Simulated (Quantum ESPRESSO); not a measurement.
## Sb under changes of volume

One of the cells (26.654 Å³/atom); the others are scaled copies at fixed shape and fractional positions:

```
Sb
1.0
     3.35453    0.00000    0.00000
    -1.67727    2.90511    0.00000
     0.00000    0.00000    5.47016
Sb
2
Direct
  0.66667 0.33333 0.75000
  0.33333 0.66667 0.25000
```

This isn't the form of Sb at room conditions, which is rhombohedral.

- Program: Quantum ESPRESSO 7.5
- Functional: LDA
- Potentials or basis: GBRV 1.5 LDA
- Cutoff: 612 eV
- Density cutoff: 4898 eV
- k mesh: 9 × 9 × 5
- Occupations: fermi-dirac, width 0.05 eV
- Spin: no spin polarisation

| volume (Å³/atom) | energy over the lowest point (meV/atom) | pressure (GPa) |
| --- | --- | --- |
| 25.055 | 2.29 | 1.3 |
| 25.588 | 0.00 | -0.3 |
| 26.121 | 2.34 | -1.6 |
| 26.654 | 8.83 | -2.8 |
| 27.187 | ? | ? |
| 27.720 | 33.14 | -4.9 |
| 28.253 | 50.26 | -5.9 |

**Question.** What does the run at 27.187 Å³/atom give?

**Answer.** Energy over the lowest point 19.20 meV/atom; pressure -3.9 GPa.

Worked out: A Birch-Murnaghan fit of order 3 (a polynomial in V^(-2/3)) to the other rows has its minimum at 25.58 Å³/atom with B0 = V·E''(V) = 66 GPa and B' = 3.3 at fixed shape and positions, which overstates the stiffness. It gives 19.23 meV/atom at 27.187 Å³/atom, against the run's 19.20, and -dE/dV = -3.7 GPa, against -3.9.

Energies are extrapolated to zero smearing.
